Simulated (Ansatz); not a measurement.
PtS2:

```
CELL_PARAMETERS angstrom
3.54320 0.00000 0.00000
-1.77160 3.06850 0.00000
0.00000 0.00000 5.03880
ATOMIC_POSITIONS crystal
Pt 0.00000 0.00000 0.00000
S 0.66667 0.33333 0.77300
S 0.33333 0.66667 0.22700
```

| Property | Result |
| --- | --- |
| Program | Ansatz 0.2.0 |
| Task | relaxation of cell and atoms |
| Functional | PBE |
| Dispersion | D3(BJ)-ATM |
| Potentials or basis | Ansatz PAW |
| Cutoff | 420 eV (not typed: the program's choice for these potentials) |
| k mesh | 9 × 9 × 5 |
| Occupations | fermi-dirac, width 0.05 eV |
| Spin | no spin polarisation |

At the start: volume 18.26 Å³/atom.

Problem. How do energy, volume and symmetry change on relaxing?

Solution. It ends after 7 steps and the volume is 17.58 Å³/atom (-3.8 %); space group P-3m1 (No. 164, to 0.05 Å).

Step by step:
| step | energy change (eV) | largest force (eV/Å) | volume (Å³) |
| --- | --- | --- | --- |
| 1 | 0.0000 | 1.2905 | 54.78 |
| 2 | -0.1178 | 0.2406 | 52.86 |
| 3 | -0.1313 | 0.0305 | 53.80 |
| 4 | -0.1327 | 0.0012 | 53.31 |
| 5 | -0.1335 | 0.0032 | 52.84 |
| 6 | -0.1335 | 0.0003 | 52.73 |
| 7 | -0.1332 | 0.0002 | 52.73 |

Final structure:
```
Pt S
1.0
     3.58489    0.00000    0.00000
    -1.79244    3.10460    0.00000
     0.00000    0.00000    4.73764
Pt S
1 2
Direct
  0.00000 0.00000 0.00000
  0.66667 0.33333 0.74491
  0.33333 0.66667 0.25509
```

Caveat: the plane-wave basis is chosen anew once the cell has moved, so the energies of steps on either side of that aren't comparable.
